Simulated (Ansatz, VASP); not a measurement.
This is a calculation of Si for VASP 6.6.1.

INCAR

```
PREC = Accurate ; ENCUT = 520
EDIFF = 1E-6 ; ISMEAR = 0
SIGMA = 0.1 ; LREAL = False
LASPH = True ; NELM = 80
ALGO = Normal ; ISIF = 2
LWAVE = False ; LCHARG = False
GGA = RP ; NBANDS = 8
```

KPOINTS

```
regular mesh
0
Gamma
  13 13 13
```

File POSCAR:

```
Si
1.0
   -1.6269149300      1.6269149300      1.3203298500
    1.6269149300     -1.6269149300      1.3203298500
    1.6269149300      1.6269149300     -1.3203298500
Si
1
Direct
    0.0000000000      0.0000000000      0.0000000000
```

Potentials or basis: VASP PAW PBE potentials, release 64 (Si).

Command:

```bash
$ cat potpaw_PBE.64/Si/POTCAR > POTCAR
$ mpirun -np 1 vasp_std > vasp.out
```

**Question.** Set up the same calculation for Ansatz 0.2.0. Potentials there: all-electron LAPW, scalar-relativistic.

**Answer.** As run (the cutoff follows the program's own potentials):

Contents of input.yaml:

```yaml
crystal:
  lattice:
    - [-1.62691493, 1.62691493, 1.32032985]
    - [1.62691493, -1.62691493, 1.32032985]
    - [1.62691493, 1.62691493, -1.32032985]
  atoms:
    - { symbol: Si, position: [0.0, 0.0, 0.0] }
kpoints:
  mp_grid: { grid: [13, 13, 13] }
scf:
  occupations: { method: gaussian, width: 0.1 }
hamiltonian:
  xc: rpbe
  pseudopotentials: { kind: all_electron, lapw: { basis_error: 0.001 } }
output:
  forces: true
  stress: true
  eigenvalues: true
```

Potentials or basis: all-electron LAPW, scalar-relativistic.

Run with:

```bash
$ ansatz run input.yaml --threads 1 --pin off --max-ram 3072MiB --backend cpu --events-out ev --progress --plain --runs-dir out
```

Both were run:

|  | VASP | Ansatz | Ansatz less VASP |
| --- | --- | --- | --- |
| gap on the k mesh at the Fermi level (eV) | none | none | - |
| pressure (GPa) | 4.3 | 4.9 | +0.57 |
| largest component of the traceless stress (GPa) | 2.09 | 1.96 | -0.134 |

A gap of «none» marks a metal or a gap that the smearing closes. Ansatz ran all-electron here, so the differences hold the error of VASP's frozen core and of both bases.

Caveats: the PAW data sets were made with another functional, which shifts forces and pressure a little (VASP).
